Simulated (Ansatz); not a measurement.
Bulk crystal (TaAs) after relaxation:

```cif
data_structure
_symmetry_space_group_name_H-M 'I4_1md'
_symmetry_Int_Tables_number 109
_cell_length_a 3.4629
_cell_length_b 3.4629
_cell_length_c 11.7346
_cell_angle_alpha 90.000
_cell_angle_beta 90.000
_cell_angle_gamma 90.000
_cell_volume 140.72
loop_
_atom_site_label
_atom_site_type_symbol
_atom_site_symmetry_multiplicity
_atom_site_Wyckoff_symbol
_atom_site_fract_x
_atom_site_fract_y
_atom_site_fract_z
_atom_site_occupancy
Ta1 Ta 4 a 0.00000 0.50000 0.75017 1
As1 As 4 a 0.50000 0.00000 0.83243 1
```

Miller indices refer to the conventional cell of I4_1md (No. 109), a = 3.463 Å, b = 3.463 Å, c = 11.735 Å, α = 90.00°, β = 90.00°, γ = 90.00°.

The (001) slab of 8 planes, 10.8 Å thick with 15 Å of vacuum as cut; outer planes Ta (top) and As (bottom).

All numbers below come from Ansatz, DFT PBE, scalar-relativistic, plane waves, PAW. Settings: cutoff 420 eV, Γ-centred mesh 10×10×1 on the computed 8-atom cell, Gaussian smearing of 0.10 eV; no spin polarisation. The cell repeats along c with a dipole correction in the vacuum.

With the atoms at the bulk's places:

```
Surface energy (mean of both faces)   : 3.58 J/m²
Work function                         : 4.06 eV (top), 5.34 eV (bottom)
Dipole of the slab along +c, per cell : 0.09 e·Å
```

(1) What changes when all atoms relax within this surface cell and its symmetry?

Spin-orbit coupling is left out, which matters for the bands of heavy elements. Gaps are read on the k points sampled, so a band crossing between them can be missed.

## Answers

(1) The energy falls by 0.057 J/m² a face, and the largest move is 0.09 Å.

| Item | Value |
| --- | --- |
| Surface energy (mean of both faces) | 3.53 J/m² |
| Work function | 3.99 eV (top), 5.30 eV (bottom) |
| Dipole of the slab along +c, per cell | 0.09 e·Å |

| plane (bottom to top) | atoms | spacing to next, bulk (Å) | relaxed (Å) | change (%) |
| --- | --- | --- | --- | --- |
| 1 | As | 1.968 | 1.924 | -2.3 |
| 2 | Ta | 0.965 | 1.012 | +4.8 |
| 3 | As | 1.968 | 1.965 | -0.2 |
| 4 | Ta | 0.965 | 0.962 | -0.3 |
| 5 | As | 1.968 | 1.952 | -0.8 |
| 6 | Ta | 0.965 | 1.011 | +4.7 |
| 7 | As | 1.968 | 1.833 | -6.9 |
| 8 | Ta |  |  |  |